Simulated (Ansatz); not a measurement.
# SnTe under changes of volume

One of the cells (47.091 Å³/atom); the others are scaled copies at fixed shape and fractional positions:

```
CELL_PARAMETERS angstrom
0.00000 3.61115 3.61115
3.61115 0.00000 3.61115
3.61115 3.61115 0.00000
ATOMIC_POSITIONS crystal
Te 0.25000 0.25000 0.25000
Sn 0.00000 0.00000 0.00000
```

Measurements of this composition are mostly on another form, of space group No. 225.

```yaml
Program: Ansatz 0.2.0
Functional: LDA
Potentials_or_basis: all-electron LAPW, scalar-relativistic
Cutoff: 189 eV (chosen from the basis error)
Basis_error_allowed: 0.001 eV/atom
k_mesh: 7 × 7 × 7
Occupations: fermi-dirac, width 0.05 eV
Spin: no spin polarisation
```

```csv
volume (Å³/atom),energy over the lowest point (meV/atom),pressure (GPa)
44.265,0.00,-0.8
45.207,?,?
46.149,14.89,-1.8
47.091,26.42,-2.2
48.033,40.33,-2.6
48.974,56.38,-2.9
49.916,74.35,-3.2
```

**Question.** What does the run at 45.207 Å³/atom give?

**Answer.** Energy over the lowest point 6.01 meV/atom; pressure -1.3 GPa.

Worked out: A Birch-Murnaghan fit of order 3 (a polynomial in V^(-2/3)) to the other rows has its minimum at 43.06 Å³/atom, just outside them, with B0 = V·E''(V) = 29 GPa and B' = 3.8. It gives 5.98 meV/atom at 45.207 Å³/atom, against the run's 6.01, and -dE/dV = -1.3 GPa, against -1.3.

Energies are extrapolated to zero smearing.
